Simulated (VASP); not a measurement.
Here is a VASP 6.6.1 calculation.

INCAR

```
PREC = Accurate ; ENCUT = 520
EDIFF = 1E-6 ; ISMEAR = 0
SIGMA = 0.011 ; LREAL = False
LASPH = True ; NELM = 80
ALGO = Fast ; ISIF = 2
LWAVE = False ; LCHARG = True
GGA = PE ; LELF = True
LVHAR = True
```

File KPOINTS:

```
Automatic mesh
0
Gamma
  7 7 7
```

The input POSCAR:

```
BaTiO3
1.0
    3.9998000000      0.0000000000      0.0000000000
    0.0000000000      3.9998000000      0.0000000000
    0.0000000000      0.0000000000      4.0180000000
Ba Ti O
1 1 3
Direct
    0.0000000000      0.0000000000      0.0000000000
    0.5000000000      0.5000000000      0.4900000000
    0.0000000000      0.5000000000      0.5170000000
    0.5000000000      0.0000000000      0.5170000000
    0.5000000000      0.5000000000      0.0190000000
```

Potentials or basis: VASP PAW PBE potentials, release 64 (Ba_sv, Ti_sv, O).

Launch:

```sh
$ cat potpaw_PBE.64/Ba_sv/POTCAR potpaw_PBE.64/Ti_sv/POTCAR potpaw_PBE.64/O/POTCAR > POTCAR
$ mpirun -np 1 vasp_std > vasp.out
```

**Question.** Predict the largest force.

**Answer.** 0.273 eV/Å.

**Question.** Predict the pressure.

**Answer.** 4.2 GPa.

Stress tensor (GPa, compression positive):
```
3.87 0.00 0.00
0.00 3.87 0.00
0.00 0.00 4.80
```
